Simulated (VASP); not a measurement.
Runs of VASP 6.6.1 on CdSe. The structure is cubic, space group F-43m (No. 216). Conventional cell: a = 6.141 Å, b = 6.141 Å, c = 6.141 Å, α = 90.00°, β = 90.00°, γ = 90.00°. Around Cd (site symmetry -43m) lie 4 Se at 2.66 Å. Se (site symmetry -43m) is surrounded by 4 Cd at 2.66 Å. Measurements of this composition are mostly on another form, of space group No. 186.

| task | level | potentials or basis | cell | k mesh | cutoff (eV) | mesh quality | gap on the mesh (eV) | pressure (GPa) | relaxed volume (Å³/atom) |
| --- | --- | --- | --- | --- | --- | --- | --- | --- | --- |
| relaxation of cell and atoms | PBEsol | VASP PAW PBE potentials, release 64 (Cd, Se) | relaxed | 4 × 4 × 4 | 600 | coarse | 0.45 | 0.0 | 28.39 |
| single point | PBEsol | VASP PAW PBE potentials, release 64 (Cd, Se) | as given | 10 × 10 × 10 | 520 | not flagged | 0.43 | -1.1 | - |
| relaxation of cell and atoms | PBE+D3(BJ) | VASP PAW PBE potentials, release 64 (Cd, Se) | relaxed | 10 × 10 × 10 | 600 | not flagged | 0.57 | 0.0 | (c) |
| relaxation of cell and atoms | RPBE | VASP PAW PBE potentials, release 64 (Cd, Se) | relaxed | 10 × 10 × 10 | 600 | not flagged | 0.57 | 0.0 | 31.15 |
| relaxation of cell and atoms | PBEsol | VASP PAW PBE potentials, release 64 (Cd, Se) | relaxed | 10 × 10 × 10 | 580 | not flagged | 0.47 | 0.0 | 28.27 |
| relaxation of cell and atoms | PBEsol | VASP PAW PBE potentials, release 64 (Cd, Se) | relaxed | 10 × 10 × 10 | 600 | not flagged | 0.47 | 0.0 | 28.27 |
| relaxation of cell and atoms | LDA | VASP PAW LDA potentials, release 64 (Cd, Se) | relaxed | 10 × 10 × 10 | 600 | not flagged | 0.42 | 0.0 | (b) |
| relaxation of cell and atoms | PBE | VASP PAW PBE potentials, release 64 (Cd, Se) | relaxed | 10 × 10 × 10 | 600 | not flagged | 0.48 | 0.0 | (a) |

Alike in all rows: no spin polarisation; smearing gaussian 0.02 eV.

**Question.** Estimate the missing entries.

**Answer.** (a) 29.87; (b) 27.31; (c) 28.68.

Caveats: some runs use coarse meshes; the PAW data sets were made with another functional, which shifts forces and pressure a little (some runs).

A k mesh can miss the band edges, and the runs leave out spin-orbit coupling on Cd, Se.
